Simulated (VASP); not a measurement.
LiS2: single point with PBE+D3(BJ)

The system is LiS2, a sheet with vacuum.

```
Li S
1.0
     3.09606    0.00000    0.00000
    -1.54803    2.68127    0.00000
     0.00000    0.00000   38.82305
Li S
2 4
Direct
  0.00000 0.00000 0.21263
  0.00000 0.00000 0.35404
  0.33333 0.66667 0.17113
  0.66667 0.33333 0.25856
  0.66667 0.33333 0.30811
  0.33333 0.66667 0.39555
```

The cell was built by a generator and needn't be a form met in nature.

- Program: VASP 6.6.1
- Task: single point
- Functional: PBE
- Dispersion: D3(BJ)
- Potentials or basis: VASP PAW PBE potentials, release 64 (Li_sv, S)
- Cutoff: 520 eV
- k mesh: 15 × 15 × 1
- Occupations: gaussian, width 0.1 eV
- Spin: no spin polarisation
- Dipole correction: yes
- Further INCAR settings: ALGO = Fast; EDIFF = 1e-06; NBANDS = 24

```json
{"Largest force": "0.191 eV/Å", "Band gap on the k mesh": "none (metal or under the smearing width)", "Dispersion energy per atom": "-0.270 eV"}
```

Forces in eV/Å, atoms in the order of the input:
```
Li   0.000  0.000  0.023
Li   0.000  0.000 -0.023
S    0.000  0.000 -0.018
S    0.000  0.000  0.191
S    0.000  0.000 -0.191
S    0.000  0.000  0.018
```

Levels at points of the mesh, in eV from the Fermi level:
| k point | band 10 | band 11 | band 12 | band 13 | band 14 | band 15 | band 16 | band 17 | band 18 | band 19 |
| --- | --- | --- | --- | --- | --- | --- | --- | --- | --- | --- |
| (0.00, 0.00, 0.00) | -1.30 | -1.30 | 1.64 | 1.75 | 1.75 | 1.77 | 1.77 | 1.85 | 1.85 | 5.16 |

Wall time 8.5 min on 1 thread of Intel(R) Xeon(R) Platinum 8259CL CPU @ 2.50GHz (Skylake/Cascade Lake), on a shared host, peak memory 0.47 GiB.
